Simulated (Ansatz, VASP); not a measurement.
# Sn3Se: VASP beside Ansatz

INCAR

```
PREC = Accurate ; ENCUT = 520
EDIFF = 1E-6 ; ISMEAR = -1
SIGMA = 0.05 ; LREAL = F
LASPH = T ; NELM = 80
ALGO = Normal ; ISIF = 2
LWAVE = F ; LCHARG = T
GGA = PS ; LELF = T
LVHAR = T ; NBANDS = 32
```

File KPOINTS:

```
regular mesh
0
Gamma
  6 6 6
```

File POSCAR:

```
Sn3Se
1.0
    0.0000000000      3.8101180164      3.5838124800
    3.8101180164      0.0000000000      3.5838124800
    3.8101180164      3.8101180164      0.0000000000
Sn Se
3 1
Direct
    0.5000000000      0.5000000000      0.5000000000
    0.7500000000      0.7500000000      0.7500000000
    0.2500000000      0.2500000000      0.2500000000
    0.0000000000      0.0000000000      0.0000000000
```

File input.yaml:

```yaml
crystal:
  lattice:
    - [0.0, 3.8101180164, 3.58381248]
    - [3.8101180164, 0.0, 3.58381248]
    - [3.8101180164, 3.8101180164, 0.0]
  atoms:
    - { symbol: Sn, position: [0.5, 0.5, 0.5] }
    - { symbol: Sn, position: [0.75, 0.75, 0.75] }
    - { symbol: Sn, position: [0.25, 0.25, 0.25] }
    - { symbol: Se, position: [0.0, 0.0, 0.0] }
kpoints:
  mp_grid: { grid: [6, 6, 6] }
  band_path:
    path:
      - [0.0, 0.0, 0.0]
      - [0.0, 0.5, 0.5]
      - [0.2825701678, 0.5, 0.7825701678]
      - [0.3912850839, 0.3912850839, 0.7825701678]
      - [0.0, 0.0, 0.0]
      - [-0.5, -0.5, 0.0]
      - [-0.3912850839, -0.3912850839, 0.2174298322]
      - [0.0, 0.0, 0.5]
    npoints: 8
scf:
  occupations: { method: fermi_dirac, width: 0.05 }
hamiltonian:
  xc: pbesol
  pseudopotentials: { kind: all_electron, lapw: { basis_error: 0.002 } }
output:
  forces: true
  stress: true
  eigenvalues: true
```

Change from the starting cell: strain_z_fixed_volume = -0.04.

Alike in both runs: functional PBEsol; k mesh 6 × 6 × 6; occupations fermi-dirac, width 0.05 eV; no spin polarisation.

|  | VASP | Ansatz |
| --- | --- | --- |
| version | VASP 6.6.1 | Ansatz 0.2.0 |
| potentials or method | VASP PAW PBE potentials, release 64 (Sn_d, Se) | all-electron LAPW, scalar-relativistic |
| plane-wave cutoff (eV) | 520 | see its input |
| task | single point | band structure |

```tsv
	VASP	Ansatz	Ansatz less VASP
gap on the k mesh at the Fermi level (eV)	none	none	-
pressure (GPa)	-3.1	-3.1	+0.01
largest component of the traceless stress (GPa)	0.75	0.75	+0.001
```

A gap of «none» marks a metal or a gap that the smearing closes. Ansatz ran all-electron here, so the differences hold the error of VASP's frozen core and of both bases.

Caveats: the PAW data sets were made with another functional, which shifts forces and pressure a little (VASP); spin-orbit coupling is left out, which moves the levels of the heavy elements (Ansatz).
